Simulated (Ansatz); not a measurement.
Runs of Ansatz 0.2.0 on BaTiO3. The typed cell holds 10 atoms: a = 4.007 Å, b = 4.007 Å, c = 8.015 Å, α = 90.00°, β = 90.00°, γ = 90.00°. 

| level | gap on the mesh (eV) | pressure (GPa) | relaxed volume (Å³/atom) |
| --- | --- | --- | --- |
| PBE | (b) | 0.0 | 13.38 |
| PBE+D3(BJ) | 2.29 | 0.0 | 12.95 |
| PBE+D4 | 2.31 | 0.0 | 13.03 |
| PBE+D3(BJ)-ATM | 2.31 | 0.0 | (a) |

Alike in all rows: task relaxation of cell and atoms; potentials or basis Ansatz PAW; no spin polarisation; cell relaxed from: all atoms moved at random, sigma 0.15 Å a component; k mesh 7 × 7 × 4; cutoff (eV) 420; smearing fermi-dirac 0.05 eV.

Task: Fill in the values left out.

Result: (a) 13.01; (b) 2.42.

Caveats: odd divisions of the mesh miss points on the zone boundary, where band edges often lie, so the gap on the mesh can be too wide; the plane-wave basis is chosen anew once the cell has moved, so the energies of steps on either side of that aren't comparable; spin-orbit coupling is left out, which moves the levels of the heavy elements.

A k mesh can miss the band edges, and the runs leave out spin-orbit coupling on Ba.
